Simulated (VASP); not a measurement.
Here is a VASP 6.6.1 calculation.

Contents of INCAR:

```
SYSTEM = AlPt
PREC = Accurate ; ENCUT = 600
EDIFF = 1E-6 ; ISMEAR = -1
SIGMA = 0.05 ; LREAL = .FALSE.
LASPH = .TRUE. ; NELM = 100
ALGO = Fast ; ISIF = 3
LWAVE = .FALSE. ; LCHARG = .FALSE.
IBRION = 2 ; NSW = 60
EDIFFG = -0.005
```

KPOINTS

```
Automatic mesh
0
G
  8 8 8
  0 0 0
```

The input POSCAR:

```
AlPt
1.0
    3.0915460000      0.0000000000      0.0000000000
    0.0000000000      3.0915460000      0.0000000000
    0.0000000000      0.0000000000      3.0915460000
Pt Al
1 1
Direct
    0.5000000000      0.5000000000      0.5000000000
    0.0000000000      0.0000000000      0.0000000000
```

Potentials or basis: VASP PAW LDA potentials, release 64 (Pt, Al).

Launch:

```sh
$ cat potpaw_LDA.64/Pt/POTCAR potpaw_LDA.64/Al/POTCAR > POTCAR
$ mpirun -np 1 vasp_std > vasp.out
```

(1) What does it give for the relaxed volume?

(2) Estimate the band gap on the k mesh.

(3) What does it give for the space group after relaxing (to 0.05 Å)?

(4) What does it give for the relaxed cell?

## Answers

(1) 14.07 Å³/atom.

(2) none (metal or under the smearing width).

(3) Pm-3m (No. 221).

(4) a = 3.042 Å, b = 3.042 Å, c = 3.042 Å, α = 90.00°, β = 90.00°, γ = 90.00°.
